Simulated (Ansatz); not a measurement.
CsCl (CsCl type, Pm-3m), plane-wave PAW LDA (Ansatz code): ε∞ = 3.16, cell volume 62.54 Å³. Infrared-active transverse modes:

| ω_TO (cm⁻¹) | oscillator strength S_xx (e²/amu) |
|---|---|
| 111.2 | 0.06526 |

Compute the static dielectric constant.

Each mode adds (4.921e7/V) S/ω²: 4.15. So ε0 = 7.31.

What LO frequency does the Lyddane–Sachs–Teller relation give?

ω_LO = ω_TO √(ε0/ε∞) = 169 cm⁻¹.

The LDA relaxation kept the symmetry of its start. Spin–orbit coupling is left out wherever it is not named.

Potentials: the earlier of the program's two PAW sets. The files were generated under PBE; for other functionals the program regenerates the frozen cores, and for LDA and PBEsol the local potential too.
